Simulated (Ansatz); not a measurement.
**Sn in Ansatz: the effect of functional**

Crystal: Sn.

```
Sn
1.0
     0.00000    3.23334    3.23334
     3.23334    0.00000    3.23334
     3.23334    3.23334    0.00000
Sn
2
Direct
  0.75000 0.75000 0.75000
  0.50000 0.50000 0.50000
```

This isn't the form of Sn at room conditions, which is tetragonal (white tin).

Alike in all runs:

* Program: Ansatz 0.2.0
* Task: projected density of states
* Potentials or basis: Ansatz PAW
* k mesh: 4 × 4 × 4
* Occupations: fermi-dirac, width 0.05 eV
* Spin: no spin polarisation

```tsv
functional	cutoff	pressure (GPa)
LDA	420 eV (not typed: the program's choice for these potentials)	?
PBEsol	420 eV (not typed: the program's choice for these potentials)	2.2
RPBE	420 eV (not typed: the program's choice for these potentials)	5.8
revPBE	420 eV (not typed: the program's choice for these potentials)	5.5
BLYP	420 eV (not typed: the program's choice for these potentials)	7.1
r2SCAN	500 eV (not typed: the program's choice for these potentials)	2.8
HSE06	420 eV (not typed: the program's choice for these potentials)	2.4
```

**Question.** What does the run with functional LDA give?

**Answer.** Pressure 0.8 GPa.

Caveats: all runs use coarse meshes; the PAW data sets come from PBE, with cores solved anew for the run's functional, which leaves a small shift of forces and pressure; the density of states is complete only up to the lowest level of the last band computed; the thresholds are loose for stress (some runs).

Runs at the PBE level aren't shown here.
